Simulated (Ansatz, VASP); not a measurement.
As: VASP beside Ansatz

```
As
1.0
     2.62716    0.00000    0.00000
     0.00000    2.62716    0.00000
     0.00000    0.00000    2.62716
As
1
Cartesian
  0.0000 0.0000 0.0000
```

Change from the starting cell: volume scaled by 0.95, LAPW.

Alike in both runs: task single point; functional LDA; k mesh 15 × 15 × 15; occupations fermi-dirac, width 0.08 eV; no spin polarisation.

|  | VASP | Ansatz |
| --- | --- | --- |
| version | VASP 6.6.1 | Ansatz 0.2.0 |
| potentials or method | VASP PAW LDA potentials, release 64 (As), cutoff 520 eV | all-electron LAPW, scalar-relativistic |

```csv
,VASP,Ansatz,Ansatz less VASP
pressure (GPa),5.9,5.3,-0.53
```

Ansatz ran all-electron here, so the differences hold the error of VASP's frozen core and of both bases.
